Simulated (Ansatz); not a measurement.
Vibrations of CdSe (F-43m) by finite displacements

```
Cd Se
1.0
     0.00000    3.04131    3.04131
     3.04131    0.00000    3.04131
     3.04131    3.04131    0.00000
Cd Se
1 1
Direct
  0.00000 0.00000 0.00000
  0.75000 0.75000 0.75000
```

Conventional cell: a = 6.083 Å, b = 6.083 Å, c = 6.083 Å, α = 90.00°, β = 90.00°, γ = 90.00°. Around Cd (atom 1) lie 4 Se at 2.63 Å. Around Se (atom 2) lie 4 Cd at 2.63 Å.

Unless marked otherwise, the numbers come from PBEsol, all-electron LAPW in Ansatz 0.2.0, scalar-relativistic. k mesh 6×6×6, fixed occupations, basis error target 1 meV/atom. The cell was relaxed by PAW under this functional. This phase needn't be the one found at ambient conditions.

Atoms are displaced by 0.01 Å in the smallest supercells that hold the wave vectors of a 2×2×2 mesh. Negative values stand for unstable modes. The zone centre has no LO-TO term.

(1) What are the phonon energies at the solved wave vectors, in meV?

(2) Is the structure dynamically stable at these wave vectors?

(3) How do the optical zone-centre modes decompose, and which are active?

(4) How well do frozen-core PAW files reproduce these all-electron values?

(5) The cell is scaled evenly to 55.418 and 57.106 Å³ (from 56.262), with free atoms relaxed and the shape held. What are the mode Grüneisen parameters γ = −d ln ω/d ln V?

(6) Linear response on PAW files adds the field. What are the dielectric tensor, the Born charges and the LO shift?

Answers

(1) 

```csv
q,point,modes (meV)
0.000 0.000 0.000,Gamma,20.65 (×3)
0.500 0.000 0.000,L,"4.10 (×2), 15.14, 21.52 (×2), 22.81"
0.500 0.500 0.000,X,"5.04 (×2), 17.29, 21.30, 22.58 (×2)"
```

(2) Yes, no mode is unstable there; wave vectors off this mesh aren't tested.

(3) Point group -43m: Γ_opt = T2.

| label | meV | activity | mostly |
| --- | --- | --- | --- |
| T2 | 20.65 | IR and Raman | Se (59 %) |

(4) With a cutoff of 420 eV and displacements of 0.0025 Å, the r.m.s. difference over the modes is 0.1 cm⁻¹; the largest difference is 166.4 (PAW) against 166.6 cm⁻¹ (LAPW).

(5) For the highest mode, 188.7 cm⁻¹ in the small cell and 179.4 in the large one give γ ≈ 1.68. From the change of the dynamical matrix on each mode:

```tsv
point	cm⁻¹	γ
Gamma	166.6	1.82
L	33.1	-3.32
L	122.1	0.66
L	173.6	1.95
L	184.0	1.67
X	40.6	-3.63
X	139.4	1.21
X	171.8	1.42
X	182.1	1.99
```

Weighted by the modes' heat capacities at 300 K, the mean on this mesh is -0.02; it moves with the q mesh, and a coarse one overweights the zone boundary. Rows under −0.05 (2 here) are modes that soften under compression and pull towards negative thermal expansion.

(6) ε∞ = (8.25, 8.25, 8.25) along x, y, z with local fields. Born charges (xx, yy, zz): Cd1 (2.24, 2.24, 2.24); Se2 (-2.24, -2.24, -2.24). The highest zone-centre mode lies at 166.4 cm⁻¹ without the macroscopic field and at 198.0 cm⁻¹ with it, for q along x. Lyddane-Sachs-Teller then gives ε₀ = ε∞ (ω_LO/ω_TO)² = 11.68. With the ions free to follow the field, the program's ε₀ is (11.68, 11.68, 11.68).

Limits of these numbers: the frozen-core PAW files of the compared runs were fitted under PBE, their cores solved anew for this functional; field response not resolved by the mesh; semilocal gaps are low, and ε∞ tends to come out large.
